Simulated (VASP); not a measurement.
Method: PBE GGA, VASP's PBE PAW potentials (set 64) (plane waves; VASP).

The input files of a VASP run:

File KPOINTS:
```
Automatic mesh
0
Gamma
6 6 6
0 0 0
```

**INCAR**
```
SYSTEM = BaF2
PREC = Accurate
ENCUT = 600
EDIFF = 1E-7
NELM = 100
ALGO = Normal
LREAL = .FALSE.
LASPH = .TRUE.
ISMEAR = 0
SIGMA = 0.05
GGA = PE
LMAXMIX = 4
LWAVE = .FALSE.
LCHARG = .FALSE.
ISIF = 2
```

POSCAR:
```
BaF2
1
    0.0000000000     3.1913816577     3.1913816577
    3.1913816577     0.0000000000     3.1913816577
    3.1913816577     3.1913816577     0.0000000000
Ba F
1 2
Direct
  0.0000000000   0.0000000000   0.0000000000
  0.2500000000   0.2500000000   0.2500000000
  0.7500000000   0.7500000000   0.7500000000
```

POTCAR, in this order: Ba_sv F (PBE.64 set). Program: vasp_std.

Output

OUTCAR:
```
 ion  position               nearest neighbor table
   1  0.000  0.000  0.000-   2 2.76   3 2.76   3 2.76   3 2.76   3 2.76   2 2.76   2 2.76   2 2.76
  LATTYP: Found a face centered cubic cell.
 ALAT       =     6.3827633154
 Subroutine PRICEL returns:
 Original cell was already a primitive cell.
 Subroutine GETGRP returns: Found 48 space group operations
The static configuration has the point symmetry O_h .
The dynamic configuration has the point symmetry O_h .
 Subroutine INISYM returns: Found 48 space group operations
 Subroutine IBZKPT returns following result:
 Found     16 irreducible k-points:

 Following reciprocal coordinates:
            Coordinates               Weight
  0.000000  0.000000  0.000000      1.000000
  0.166667  0.000000  0.000000      8.000000
  0.333333  0.000000  0.000000      8.000000
  0.500000  0.000000  0.000000      4.000000
  0.166667  0.166667  0.000000      6.000000
  0.333333  0.166667  0.000000     24.000000
  0.500000  0.166667  0.000000     24.000000
 -0.333333  0.166667  0.000000     24.000000
 -0.166667  0.166667  0.000000     12.000000
  0.333333  0.333333  0.000000      6.000000
  0.500000  0.333333  0.000000     24.000000
 -0.333333  0.333333  0.000000     12.000000
  0.500000  0.500000  0.000000      3.000000
  0.500000  0.333333  0.166667     24.000000
 -0.333333  0.333333  0.166667     24.000000
 -0.333333  0.500000  0.166667     12.000000
   k-points           NKPTS =     16   k-points in BZ     NKDIM =     16   number of bands    NBANDS=     16
   number of dos      NEDOS =    301   number of ions     NIONS =      3
   total plane-waves  NPLWV =  46656
   dimension x,y,z NGX =    36 NGY =   36 NGZ =   36
   dimension x,y,z NGXF=    72 NGYF=   72 NGZF=   72
   ions per type =               1   2
   PREC   = accura    normal or accurate (medium, high low for compatibility)
   ISTART =      0    job   : 0-new  1-cont  2-samecut
   ICHARG =      2    charge: 1-file 2-atom 10-const
   ISPIN  =      1    spin polarized calculation?
   LNONCOLLINEAR =      F non collinear calculations
   LSORBIT =      F    spin-orbit coupling
   INIWAV =      1    electr: 0-lowe 1-rand  2-diag
   ENCUT  =  600.0 eV  44.10 Ry    6.64 a.u.   9.01  9.01  9.01*2*pi/ulx,y,z
   NELM   =    100;   NELMIN=  2; NELMDL= -5     # of ELM steps
   EDIFF  = 0.1E-06   stopping-criterion for ELM
   LREAL  =      F    real-space projection
   NLSPLINE    = F    spline interpolate recip. space projectors
   LMAXMIX     =    4 max onsite mixed and CHGCAR
   VOSKOWN=      0    Vosko Wilk Nusair interpolation
   EDIFFG = 0.1E-05   stopping-criterion for IOM
   NSW    =      0    number of steps for IOM
   NBLOCK =      1;   KBLOCK =      1    inner block; outer block
   IBRION =     -1    ionic relax: 0-MD 1-quasi-New 2-CG
   NFREE  =      0    steps in history (QN), initial steepest desc. (CG)
   ISIF   =      2    stress and relaxation
   ISYM   =      2    0-nonsym 1-usesym 2-fastsym
   TEIN   =    0.0    initial temperature
   TEBEG  =    0.0;   TEEND  =   0.0 temperature during run
   SMASS  =  -3.00    Nose mass-parameter (am)
   PSTRESS=    0.0 pullay stress
   NELECT =      24.0000    total number of electrons
   EFERMI =   0.00;   METHOD = LEGACY
   ISMEAR =     0;   SIGMA  =   0.05  broadening in eV -4-tet -1-fermi 0-gaus
   IALGO  =     38    algorithm
   LDIAG  =      T    sub-space diagonalisation (order eigenvalues)
   IMIX   =      4    mixing-type and parameters
     AMIX     =   0.40;   BMIX     =  1.00
     AMIX_MAG =   1.60;   BMIX_MAG =  1.00
     AMIN     =   0.10
   GGA     = PE    functional components
   VOSKOWN =     0    Vosko Wilk Nusair interpolation
   LHFCALC =     F    Hartree Fock is set to
   LHFONE  =     F    Hartree Fock one center treatment
...
```

### OSZICAR
```
       N       E                     dE             d eps       ncg     rms          rms(c)
DAV:   1     0.175271925987E+03    0.17527E+03   -0.14069E+04   512   0.155E+03
DAV:   2    -0.109650001100E+02   -0.18624E+03   -0.18272E+03   672   0.300E+02
DAV:   3    -0.187733559879E+02   -0.78084E+01   -0.78009E+01   624   0.730E+01
DAV:   4    -0.189312688984E+02   -0.15791E+00   -0.15789E+00   728   0.872E+00
DAV:   5    -0.189353701266E+02   -0.41012E-02   -0.41012E-02   632   0.999E-01    0.831E+00
DAV:   6    -0.170972203013E+02    0.18381E+01   -0.10465E+01   512   0.240E+01    0.402E+00
DAV:   7    -0.170845378300E+02    0.12682E-01   -0.35652E-01   648   0.551E+00    0.198E+00
DAV:   8    -0.171014896263E+02   -0.16952E-01   -0.61877E-02   584   0.304E+00    0.261E-01
DAV:   9    -0.171113217616E+02   -0.98321E-02   -0.12727E-02   696   0.841E-01    0.151E-01
DAV:  10    -0.171141705587E+02   -0.28488E-02   -0.38390E-03   536   0.447E-01    0.412E-02
DAV:  11    -0.171141577841E+02    0.12775E-04   -0.31968E-04   704   0.144E-01    0.142E-02
DAV:  12    -0.171141838272E+02   -0.26043E-04   -0.46274E-05   512   0.542E-02    0.294E-03
DAV:  13    -0.171141841853E+02   -0.35815E-06   -0.73766E-07   672   0.695E-03    0.129E-03
DAV:  14    -0.171141848137E+02   -0.62839E-06   -0.31710E-07   496   0.471E-03    0.570E-04
DAV:  15    -0.171141848194E+02   -0.56336E-08   -0.56600E-08   560   0.170E-03
   1 F= -.17114185E+02 E0= -.17114185E+02  d E =-.807207E-19
```

**OUTCAR**
```
------------------------ aborting loop because EDIFF is reached ----------------------------------------
  FORCE on cell =-STRESS in cart. coord.  units (eV):
  Direction    XX          YY          ZZ          XY          YZ          ZX
  --------------------------------------------------------------------------------------
  Total       -0.9526307     -0.9526307     -0.9526307     -0.0000000      0.0000000     -0.0000000
  in kB      -23.4784240    -23.4784240    -23.4784240     -0.0000000      0.0000000     -0.0000000
  external PRESSURE =     -23.4784240 kB  Pullay stress =       0.0000000 kB
  volume of cell :       65.01
      direct lattice vectors                 reciprocal lattice vectors
     0.000000000  3.191381658  3.191381658    -0.156671954  0.156671954  0.156671954
     3.191381658  0.000000000  3.191381658     0.156671954 -0.156671954  0.156671954
     3.191381658  3.191381658  0.000000000     0.156671954  0.156671954 -0.156671954
 POSITION                                       TOTAL-FORCE (eV/Angst)
 -----------------------------------------------------------------------------------
      0.00000      0.00000      0.00000         0.000000      0.000000      0.000000
      1.59569      1.59569      1.59569         0.000000      0.000000     -0.000000
      4.78707      4.78707      4.78707        -0.000000     -0.000000     -0.000000
 -----------------------------------------------------------------------------------
    total drift:                                0.000000      0.000000      0.000000
  FREE ENERGIE OF THE ION-ELECTRON SYSTEM (eV)
  ---------------------------------------------------
  free  energy   TOTEN  =       -17.1141848194 eV

  energy  without entropy=      -17.1141848194  energy(sigma->0) =      -17.11418482
```
(Selected blocks of OUTCAR.)

The compound is BaF2 in the fluorite structure. This cell was strained or had an atom moved on purpose.
